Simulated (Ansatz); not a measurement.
# TiC/SiC/Ag: predicting the conductance of a thicker barrier

How it was computed: Ansatz 0.2.0, plane waves with PAW datasets, PBE. Interfaces are relaxed in a short slab (with D3(BJ) where the barrier is layered), set between ideal electrode layers that go on as semi-infinite leads, and the zero-bias conductance G at 300 K comes from T(E) on a typed mesh. The error is the largest of the program's estimates from energy step, mesh, the leads' potential steps and neutrality; its separate bound for narrow resonances between the energies solved isn't counted and can be far larger. The lower electrode is TiC (rock salt 111), the upper Ag (fcc 111) and the barrier SiC (wurtzite 0001), on a net of side 3.09 Å; d is the distance between the electrodes' last planes.

What is known so far:

```tsv
planes in the barrier	d (Å)	G (S/m²)	error (%)	lead step (meV)
4	7.52	6.65e12	28	33
8	12.59	4.47e11	28	35
12	17.66	2.74e10	28	36
```

**Question.** A further run has 16 planes, d = 22.73 Å. Fit G ∝ exp(−βd) to the rows shown and predict its conductance.

Working: Take y = ln G: 29.53, 26.83 and 24.03. The means are d = 12.59 Å and y = 26.79; Σ(Δd Δy) = −27.85 and Σ(Δd)² = 51.41, so the slope is −0.542 Å⁻¹ (β = 0.542 Å⁻¹). At d = 22.73 Å, y = 26.79 − 0.542 × 10.14 = 21.30, or G = 1.78e9 S/m².

Check: The run gave 2.09e9 S/m², with an error estimate of 31 % and a lead step of 36 meV. The prediction is 0.853 times that, too low by 15 %. That lies within the runs' own error estimates, carried through the fit.

**Limits.** The interfaces are ideal, one cell wide, strained to a common net and relaxed from one registry with their symmetry kept. PBE's gaps are too small, so true decay constants are likely larger where the Fermi level lies deep in a gap. No spin-orbit coupling, phonons, disorder or image charges enter. The rows shown are chosen by tests on error estimates (under 100 to 120 %), lead steps (under 150 meV, though the program warns over 25), intact interfaces and, for fits, a steady trend in the rows shown; the data set holds 414 series of this kind, and not all pass.

[Logs are printed without paths, hosts, clocks, repeated set-up lines and the standing remarks that a program may print on its own settings, such as how far it seeks lower states.]
